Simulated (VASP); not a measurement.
Wanted: the native input for a VASP 6.6.1 run.

| Quantity | Value |
| --- | --- |
| Task | relaxation of cell and atoms |
| Functional | LDA |
| Potentials or basis | VASP PAW LDA potentials, release 64 (Ta_pv, N) |
| Cutoff | 600 eV |
| k mesh | 4 × 4 × 4 |
| Occupations | gaussian, width 0.03 eV |
| Spin | no spin polarisation |
| Further INCAR settings | LREAL = Auto; ALGO = Normal; EDIFF = 1e-07; IBRION = 2; EDIFFG = -0.005; NSW = 90; ISIF = 3 |

The structure of Ta2N3 lies in POSCAR:

```
Ta2N3                                   
1.0
   -4.8379361463      4.8379361463      4.8379361463
    4.8379361463     -4.8379361463      4.8379361463
    4.8379361463      4.8379361463     -4.8379361463
  Ta              N             
    16    24
Direct
     0.2500000000000000    0.2108954686807484    0.9608954686807484
     0.7500000000000000    0.2891045313192517    0.5391045313192517
     0.9608954686807483    0.2500000000000000    0.2108954686807484
     0.5391045313192516    0.7500000000000000    0.2891045313192517
     0.2108954686807484    0.9608954686807484    0.2500000000000000
     0.2891045313192517    0.5391045313192517    0.7500000000000000
     0.7500000000000000    0.7891045313192517    0.0391045313192517
     0.2500000000000000    0.7108954686807483    0.4608954686807483
     0.0391045313192517    0.7500000000000000    0.7891045313192517
     0.4608954686807483    0.2500000000000000    0.7108954686807484
     0.7891045313192516    0.0391045313192517    0.7500000000000000
     0.7108954686807483    0.4608954686807483    0.2500000000000000
     0.5000000000000000    0.5000000000000000    0.5000000000000000
     0.5000000000000000    0.0000000000000000    0.0000000000000000
     0.0000000000000000    0.5000000000000000    0.0000000000000000
     0.0000000000000000    0.0000000000000000    0.5000000000000000
     0.5343362021300885    0.7764278311578713    0.5512548572387324
     0.7251729739191390    0.9830813448913563    0.9487451427612676
     0.9656637978699115    0.5169186551086437    0.2420916290277828
     0.7748270260808608    0.7235721688421287    0.2579083709722171
     0.5512548572387324    0.5343362021300885    0.7764278311578713
     0.9487451427612676    0.7251729739191392    0.9830813448913563
     0.2420916290277828    0.9656637978699115    0.5169186551086437
     0.2579083709722171    0.7748270260808608    0.7235721688421287
     0.7764278311578713    0.5512548572387324    0.5343362021300885
     0.9830813448913563    0.9487451427612676    0.7251729739191390
     0.5169186551086437    0.2420916290277828    0.9656637978699115
     0.7235721688421287    0.2579083709722171    0.7748270260808608
     0.4656637978699115    0.2235721688421286    0.4487451427612678
     0.2748270260808608    0.0169186551086438    0.0512548572387323
     0.0343362021300886    0.4830813448913563    0.7579083709722171
     0.2251729739191391    0.2764278311578715    0.7420916290277829
     0.4487451427612678    0.4656637978699115    0.2235721688421286
     0.0512548572387323    0.2748270260808608    0.0169186551086438
     0.7579083709722171    0.0343362021300886    0.4830813448913564
     0.7420916290277829    0.2251729739191391    0.2764278311578715
     0.2235721688421286    0.4487451427612678    0.4656637978699115
     0.0169186551086438    0.0512548572387323    0.2748270260808608
     0.4830813448913564    0.7579083709722171    0.0343362021300886
     0.2764278311578715    0.7420916290277829    0.2251729739191391
```

The cell was built by a generator and needn't be a form met in nature.

These files were run (other wordings do the same):

INCAR

```
SYSTEM = Ta2N3
  PREC = Accurate
  ENCUT = 600
  EDIFF = 1E-7
  ISMEAR = 0
  SIGMA = 0.03
  LREAL = Auto
  LASPH = .True.
  NELM = 80
  ALGO = Normal
  ISIF = 3
  LWAVE = .False.
  LCHARG = .False.
  IBRION = 2
  NSW = 90
  EDIFFG = -0.005
  KPAR = 8
```

KPOINTS

```
regular mesh
0
Gamma
  4 4 4
  0 0 0
```

Potentials or basis: VASP PAW LDA potentials, release 64 (Ta_pv, N).

Launch:

```bash
$ cat potpaw_LDA.64/Ta_pv/POTCAR potpaw_LDA.64/N/POTCAR > POTCAR
$ mpirun -np 8 vasp_std > vasp.out
```

It gave:

```yaml
Relaxed_volume: 11.33 Å³/atom
Relaxed_cell: a = 8.380 Å, b = 8.380 Å, c = 8.380 Å, α = 109.47°, β = 109.47°, γ = 109.47°
Space_group_after_relaxing_to_0.05_Å: Ia-3 (No. 206)
Energy_gained_by_relaxing: 0.0 meV/atom
Ionic_steps: 2
Pressure_after_relaxing: -0.1 GPa
Band_gap_on_the_k_mesh: none (metal or under the smearing width)
```

Run time: 5 min on 8 MPI ranks on Intel(R) Xeon(R) 6975P-C (Granite Rapids), with other jobs on the host, peak memory 0.88 GiB a rank.
